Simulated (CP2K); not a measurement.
The system is MoS2.

```xyz
6
Lattice="3.1690 0.0000 0.0000 -1.5845 2.7444 0.0000 0.0000 0.0000 12.3240" Properties=species:S:1:pos:R:3 pbc="T T T"
Mo    1.5845    0.9148    9.2430
Mo    0.0000    1.8296    3.0810
S     1.5845    0.9148    4.6461
S     0.0000    1.8296   10.8081
S     1.5845    0.9148    1.5159
S     0.0000    1.8296    7.6779
```

Base run:

```yaml
Program: CP2K 2026.2
Functional: PBE
Dispersion: D3
Potentials_or_basis: POTENTIAL_UZH Mo GTH-PBE-q14, S GTH-PBE-q6; DZVP-MOLOPT-PBE-GTH basis
Density_cutoff: 6123 eV
k_mesh: 10 × 10 × 3
Occupations: fermi-dirac, width 0.05 eV
Spin: no spin polarisation
```

Its results: band gap on the k mesh 0.96 eV, indirect (least direct gap 1.91 eV); pressure 1.3 GPa; largest force 0.176 eV/Å.

Question: The run is repeated on the same cell with these changes: dispersion from D3 to D4. What comes out?

Answer: Band gap on the k mesh 0.96 eV, indirect (least direct gap 1.91 eV); pressure 0.3 GPa; largest force 0.155 eV/Å.

Caveats: an odd mesh through Γ misses points on the zone boundary, where band edges often lie; the basis of atomic orbitals isn't converged, which shifts pressures, moduli and gaps.
